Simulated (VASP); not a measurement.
Input of a VASP 6.6.1 run:

Contents of INCAR:

```
  PREC = Accurate
  ENCUT = 600
  EDIFF = 1E-6
  ISMEAR = 0
  SIGMA = 0.02
  LREAL = False
  LASPH = True
  NELM = 100
  ALGO = Normal
  ISIF = 3
  LWAVE = False
  LCHARG = False
  GGA = PE
  IBRION = 2
  NSW = 100
  EDIFFG = -0.005
```

File KPOINTS:

```
regular mesh
0
Gamma
  6 6 6
```

Contents of POSCAR:

```
RbBr
1.0
    4.1260773000      0.0000000000      0.0000000000
    0.0000000000      4.1260773000      0.0000000000
    0.0000000000      0.0000000000      4.1260773000
Rb Br
1 1
Direct
    0.0000000000      0.0000000000      0.0000000000
    0.5000000000      0.5000000000      0.5000000000
```

Potentials or basis: VASP PAW PBE potentials, release 64 (Rb_sv, Br).

Launch:

```sh
$ cat potpaw_PBE.64/Rb_sv/POTCAR potpaw_PBE.64/Br/POTCAR > POTCAR
$ mpirun -np 1 vasp_std > vasp.out
```

(1) Predict the relaxed volume.

(2) What does it give for the band gap on the k mesh?

(3) Predict the space group after relaxing (to 0.05 Å).

Answers

(1) 37.03 Å³/atom.

(2) 3.91 eV, indirect (least direct gap 4.06 eV).

(3) Pm-3m (No. 221).
